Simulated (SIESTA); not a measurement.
## Ca under changes of volume

One of the cells (43.309 Å³/atom); the others are scaled copies at fixed shape and fractional positions:

```
Ca
1.0
     3.51176    0.00000    0.00000
     0.00000    3.51176    0.00000
     0.00000    0.00000    3.51176
Ca
1
Direct
  0.00000 0.00000 0.00000
```

This isn't the form of Ca at room conditions, which is fcc.

- Program: SIESTA 5.4.2
- Functional: PBE
- Potentials or basis: PseudoDojo 0.4 standard (PBE files)
- Basis: DZP (energy shift 0.002 Ry; d shell added on Ca)
- Grid cutoff: 800 Ry
- Energy shift: 0.002 Ry
- k mesh: 8 × 8 × 8
- Occupations: fermi-dirac, width 0.05 eV
- Spin: no spin polarisation

```tsv
volume (Å³/atom)	energy over the lowest point (meV/atom)	pressure (GPa)
39.912	17.32	1.1
40.761	11.88	0.9
41.610	7.20	0.7
43.309	?	?
44.158	0.00	0.0
45.007	0.33	-0.2
```

Q: What does the run at 43.309 Å³/atom give?

A: Energy over the lowest point 1.07 meV/atom; pressure 0.3 GPa.

Worked out: A Birch-Murnaghan fit of order 3 (a polynomial in V^(-2/3)) to the other rows has its minimum at 44.39 Å³/atom with B0 = V·E''(V) = 14.5 GPa (rough, since the energies scatter). It gives 1.11 meV/atom at 43.309 Å³/atom, against the run's 1.07, and -dE/dV = 0.3 GPa, against 0.3.

Energies are extrapolated to zero smearing.

Caveats: semicore shells carry a single zeta, which can move pressures by several GPa and volumes by a few percent; the basis of atomic orbitals isn't converged, which shifts pressures, moduli and gaps.
